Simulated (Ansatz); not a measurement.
# MoS2 (R-3m): one cell, many starting occupations (series 2), part 2 of 2

Aim: start the open shells of MoS2 (R-3m) from different occupation matrices at one fixed cell, and see in which states the SCF ends. Cell and atoms stay fixed.

Ansatz 0.2.0; DFT LDA+U (U = 3 eV, J = 0.7 eV on Mo d), plane waves, PAW. Earlier steps stand in the parts before.

### Step 5. Random orbitals: fully mixed, one electron more

The COD entry's cell or inner coordinates are ideal or old and differ from later refinements, so a difference from it is no clean test against experiment.

input.yaml

```yaml
crystal:
  lattice:
    - [1.58550029, 0.91538902, 6.11499825]
    - [-1.58550029, 0.91538902, 6.11499825]
    - [0.0, -1.83077804, 6.11499825]
  atoms:
    - { symbol: Mo, position: [0.0, 0.0, 0.0], spin: 3.0 }
    - { symbol: S, position: [0.75, 0.75, 0.75] }
    - { symbol: S, position: [0.25, 0.25, 0.25] }
basis:
  ecutwfc: 420
  ecutrho_ratio: 4
kpoints:
  mp_grid: { grid: [7, 7, 7] }
hamiltonian:
  xc: lda
  hubbard:
    sites:
      - { site: 0, l: d, u: 3.0, j: 0.7, starting_ns: [{ spin: up, occupation_matrix: s0up }, { spin: down, occupation_matrix: s0down }] }
    occupation_matrices:
      s0up:
        matrix:
          - [0.95395, 0.04508, 0.04349, -0.02961, 0.10096]
          - [0.04508, 0.13329, 0.05935, -0.2609, -0.1455]
          - [0.04349, 0.05935, 0.80581, 0.16813, -0.30877]
          - [-0.02961, -0.2609, 0.16813, 0.74871, 0.25307]
          - [0.10096, -0.1455, -0.30877, 0.25307, 0.30824]
      s0down:
        matrix:
          - [0.02, 0.0, 0.0, 0.0, 0.0]
          - [0.0, 0.02, 0.0, 0.0, 0.0]
          - [0.0, 0.0, 0.02, 0.0, 0.0]
          - [0.0, 0.0, 0.0, 0.02, 0.0]
          - [0.0, 0.0, 0.0, 0.0, 0.02]
    ns_hold: until_converged
scf:
  occupations: { method: gaussian, width: 0.05 }
  lower_state_search: "off"
  max_iter: 150
output:
  forces: true
  stress: true
  eigenvalues: true
  populations: true
  hubbard: { sites: [{ site: 0, l: d }] }
magnetization:
  spin_polarized: true
```

The typed matrices are held until the SCF converges, then released.

Started as:

```sh
> ansatz run input.yaml --threads 2 --pin off --max-ram 3072MiB --backend cpu --events-out ev --progress --plain --runs-dir out
```

Standard output, shortened:

```text
Warning: crystal.symmetry: narrowed to the stabiliser of the occupation matrices — unitary ops 12 → 2; lowered by the specified shell (site 0, l: d); largest admitted image defect 4.4e-16, smallest excluded 4.8e-1 — at a splitting's scale: the group the occupation matrices' own texture admits
Warning: RAYON_NUM_THREADS=2 ignored (pool sized by the plan → 2); use --threads N
[...]
Mo: projections on atomic orbitals take those of the free atom [Ar 3d10] 4s2 4p6 4d5 5s1, of charge +0.00 (hamiltonian.pseudopotentials.projection_atoms); the dataset's partial waves leave at most 6.0e-6 of an orbital's norm unspanned inside its sphere
S: projections on atomic orbitals take those of the free atom [Ne] 3s2 3p4, of charge +0.00 (hamiltonian.pseudopotentials.projection_atoms); the dataset's partial waves leave at most 1.6e-7 of an orbital's norm unspanned inside its sphere
[...]
Pseudopotentials: kind: paw
Pseudopotential: Mo, paw, valence charge 14, recommended cutoff 420 eV (normal), Mo.paw.azcp
Pseudopotential: S, paw, valence charge 6, recommended cutoff 420 eV (normal), S.paw.azcp
Functional definition: SPW92
[...]
Crystal: 3 atoms, lattice volume = 53.250 Å³
Basis set: ecut = 420 eV, 1023 PW (Γ), FFT grids on a1−a3, a2−a3, a3
[...]
WARN: the starting moments were not kept: the SCF closed with an absolute magnetisation of 4.6e-5 μB, where they sum to 3 μB in size (1 site). That is at most 0.1 of that sum. Measured as dr2_m measures the in/out step, that magnetisation stands 7.7e-10 eV from none, at or under the [...]
WARN: hamiltonian.hubbard: on 2 of 2 specified blocks the occupation matrix of this SCF's result fails the test of the specified filling. At site 0 ↑ (sites count from 0 in the list of atoms of the cell that this SCF solves) the least filled combination of the orbitals specified full has [...]
--- Stress (GPa, compression-positive) ---
       -1.292384      -0.000000       0.000001
       -0.000000      -1.292398       0.000005
        0.000001       0.000005       3.114440
  P = ⅓ Tr σ = 0.1766 GPa (1.766 kbar)
--- Band table (eV; the first three rows and the last of 344) ---
  k-point 0 ↑: bands = ["-50.6708", "-24.8319", "-24.7059", "-24.7059", "-4.1834", "-2.5207", "3.8505", "6.7737", "6.7737", "9.2173", "9.6606", "9.7644", "9.7645", "10.7406", "10.7406", "14.3701", "14.3701", "16.9731", "17.4942"]
[...]
Occupation matrices written to <dir>
--- Löwdin populations: 3 sites ---
  site symbol       q [e]    m [muB]
     0     Mo     13.6960    -0.0000
     1      S      6.0507    -0.0000
     2      S      6.0507    -0.0000
  spilling = 0.007793 (of n_electrons = 26.000000)
--- Occupation matrices: 1 shell (run DFT+U table (all-electron-ortho-atomic); ε = 7.68e-4) ---
  Mo0 d_4D: site group D3d (-3m)
  Mo0 d_4D up     Tr n = 2.5999  λ = 0.468 0.468 0.530 0.567 0.567  [2× xy 0.32 Eg(1.00) | z2 1.00 A1g(1.00) | 2× xz 0.32 Eg(1.00)]
  Mo0 d_4D dn     Tr n = 2.6000  λ = 0.468 0.468 0.530 0.567 0.567  [2× x2-y2 0.32 Eg(1.00) | z2 1.00 A1g(1.00) | 2× yz 0.32 Eg(1.00)]
  specified occupation → Mo0 d_4D up: matrix, ‖Δ‖_F = 1.0520, Tr Δ = +0.3501, displaced = 1.1694, d_λ = 0.9588; orbital distance = 1.4155
  specified occupation → Mo0 d_4D dn: matrix, ‖Δ‖_F = 1.1225, Tr Δ = -2.5000, displaced = 1.2500, d_λ = 1.1225; orbital distance = 0.0000
  Tr n, λ and their labels are of the run-group-symmetrised matrices; stabiliser: 24 of 24 elements of G0×{1,Θ} (closed), max defect 6.0e-5 at τ = 1.6e-4
```

Run time: 20 s. Hardware: 2 threads of AMD EPYC 9R45 (Zen 5), shared host; peak memory 0.66 GiB.

It ends with no gap, pressure 0.2 GPa, no moment over 0.05 μB in any sphere, largest force component 0.59 eV/Å, 2 symmetry operations imposed. The program reports that the typed filling wasn't kept.

The shells' filling, with natural orbitals sorted by occupation:

| shell | channel | electrons | over 0.8 | 0.2 to 0.8 | under 0.2 |
| --- | --- | --- | --- | --- | --- |
| Mo 4d (atom 1) | up | 2.60 | 0 | 5 | 0 |
| Mo 4d (atom 1) | down | 2.60 | 0 | 5 | 0 |

### Step 6. Random orbitals: drawn by pairs, first filling

Edit input.yaml of step 5 so:

```diff
@@ -6,3 +6,3 @@
   atoms:
-    - { symbol: Mo, position: [0.0, 0.0, 0.0], spin: 3.0 }
+    - { symbol: Mo, position: [0.0, 0.0, 0.0], spin: 2.0 }
     - { symbol: S, position: [0.75, 0.75, 0.75] }
@@ -22,7 +22,7 @@
         matrix:
-          - [0.95395, 0.04508, 0.04349, -0.02961, 0.10096]
-          - [0.04508, 0.13329, 0.05935, -0.2609, -0.1455]
-          - [0.04349, 0.05935, 0.80581, 0.16813, -0.30877]
-          - [-0.02961, -0.2609, 0.16813, 0.74871, 0.25307]
-          - [0.10096, -0.1455, -0.30877, 0.25307, 0.30824]
+          - [0.02, 0.0, 0.0, 0.0, 0.0]
+          - [0.0, 0.97, 0.0, 0.0, 0.0]
+          - [0.0, 0.0, 0.02, 0.0, 0.0]
+          - [0.0, 0.0, 0.0, 0.97, 0.0]
+          - [0.0, 0.0, 0.0, 0.0, 0.02]
       s0down:
@@ -34,3 +34,3 @@
           - [0.0, 0.0, 0.0, 0.0, 0.02]
-    ns_hold: until_converged
+    ns_hold: { iters: 12 }
 scf:
```

The typed matrices put 0.97 on the chosen orbitals and 0.02 on the others, and are held for 12 cycles.

Started as:

```sh
> ansatz run input.yaml --threads 2 --pin off --max-ram 3072MiB --backend cpu --events-out ev --progress --plain --runs-dir out
```

Standard output, shortened:

```text
Warning: crystal.symmetry: narrowed to the stabiliser of the occupation matrices — unitary ops 12 → 4; lowered by the specified shell (site 0, l: d); largest admitted image defect 4.4e-16, smallest excluded 7.1e-1 — at a splitting's scale: the group the occupation matrices' own texture admits
Warning: RAYON_NUM_THREADS=2 ignored (pool sized by the plan → 2); use --threads N
[...]
Mo: projections on atomic orbitals take those of the free atom [Ar 3d10] 4s2 4p6 4d5 5s1, of charge +0.00 (hamiltonian.pseudopotentials.projection_atoms); the dataset's partial waves leave at most 6.0e-6 of an orbital's norm unspanned inside its sphere
S: projections on atomic orbitals take those of the free atom [Ne] 3s2 3p4, of charge +0.00 (hamiltonian.pseudopotentials.projection_atoms); the dataset's partial waves leave at most 1.6e-7 of an orbital's norm unspanned inside its sphere
[...]
[... 4 set-up lines as earlier in the session ...]
[...]
Crystal: 3 atoms, lattice volume = 53.250 Å³
Basis set: ecut = 420 eV, 1023 PW (Γ), FFT grids on a1−a3, a2−a3, a3
[...]
WARN: the starting moments were not kept: the SCF closed with an absolute magnetisation of 8.9e-6 μB, where they sum to 2 μB in size (1 site). That is at most 0.1 of that sum. Measured as dr2_m measures the in/out step, that magnetisation stands 2.7e-11 eV from none, at or under the [...]
WARN: hamiltonian.hubbard: on 2 of 2 specified blocks the occupation matrix of this SCF's result fails the test of the specified filling. At site 0 ↑ (sites count from 0 in the list of atoms of the cell that this SCF solves) the least filled combination of the orbitals specified full has [...]
--- Stress (GPa, compression-positive) ---
       -1.292338       0.000000       0.000000
        0.000000      -1.292354       0.000003
        0.000000       0.000003       3.114453
  P = ⅓ Tr σ = 0.1766 GPa (1.766 kbar)
--- Band table (eV; the first three rows and the last of 200) ---
  k-point 0 ↑: bands = ["-50.6708", "-24.8319", "-24.7059", "-24.7059", "-4.1834", "-2.5207", "3.8505", "6.7737", "6.7737", "9.2173", "9.6606", "9.7644", "9.7645", "10.7406", "10.7406", "14.3701", "14.3701", "16.9731"]
[...]
Occupation matrices written to <dir>
--- Löwdin populations: 3 sites ---
  site symbol       q [e]    m [muB]
     0     Mo     13.6960    -0.0000
     1      S      6.0507    -0.0000
     2      S      6.0507    -0.0000
  spilling = 0.007793 (of n_electrons = 26.000000)
--- Occupation matrices: 1 shell (run DFT+U table (all-electron-ortho-atomic); ε = 2.64e-4) ---
  Mo0 d_4D: site group D3d (-3m)
  Mo0 d_4D up     Tr n = 2.6000  λ = 0.468 0.468 0.530 0.567 0.567  [2× xy 0.32 Eg(1.00) | z2 1.00 A1g(1.00) | 2× xz 0.32 Eg(1.00)]
  Mo0 d_4D dn     Tr n = 2.6000  λ = 0.468 0.468 0.530 0.567 0.567  [2× x2-y2 0.32 Eg(1.00) | z2 1.00 A1g(1.00) | 2× yz 0.32 Eg(1.00)]
  specified occupation → Mo0 d_4D up: matrix, ‖Δ‖_F = 1.0839, Tr Δ = -0.6000, displaced = 1.2100, d_λ = 0.9933; orbital distance = 1.4142
  specified occupation → Mo0 d_4D dn: matrix, ‖Δ‖_F = 1.1225, Tr Δ = -2.5000, displaced = 1.2500, d_λ = 1.1225; orbital distance = 0.0000
  Tr n, λ and their labels are of the run-group-symmetrised matrices; stabiliser: 24 of 24 elements of G0×{1,Θ} (closed), max defect 1.2e-5 at τ = 5.6e-5
```

It took 9.8 s on 2 threads of AMD EPYC 9R45 (Zen 5), shared host; peak memory 0.54 GiB.

It ends with no gap, pressure 0.2 GPa, no moment over 0.05 μB in any sphere, largest force component 0.59 eV/Å, 4 symmetry operations imposed. The program reports that the typed filling wasn't kept.

The shells' filling, with natural orbitals sorted by occupation:

| shell | channel | electrons | over 0.8 | 0.2 to 0.8 | under 0.2 |
| --- | --- | --- | --- | --- | --- |
| Mo 4d (atom 1) | up | 2.60 | 0 | 5 | 0 |
| Mo 4d (atom 1) | down | 2.60 | 0 | 5 | 0 |

### Step 7. Results

This closing draws on all 2 parts.

Energies count from the lowest free state and have the smearing extrapolated to zero.

| start | energy (meV/atom) | gap (eV) | pressure (GPa) | largest moment (μB) | SCF cycles | time |
| --- | --- | --- | --- | --- | --- | --- |
| random orbitals: drawn by pairs, first filling | 0.0 | metal | 0.2 | 0.00 | 34 | 9.8 s |
| random orbitals: fully mixed, first filling | 0.0 | metal | 0.2 | 0.00 | 37 | 19 s |
| random orbitals: drawn by pairs, first filling (earlier series) | 0.0 | metal | 0.2 | 0.00 | 33 | 10 s |
| random orbitals: single harmonics, first filling | 0.0 | metal | 0.2 | 0.00 | 23 | 7.2 s |
| random orbitals: single harmonics, second filling | 0.0 | metal | 0.2 | 0.00 | 37 | 12 s |
| random orbitals: fully mixed, one electron more | 0.0 | metal | 0.2 | 0.00 | 38 | 20 s |

The 6 free runs end within about 1 meV/atom of each other. The lowest state found need not be the ground state, and the geometry wasn't relaxed for any of them.
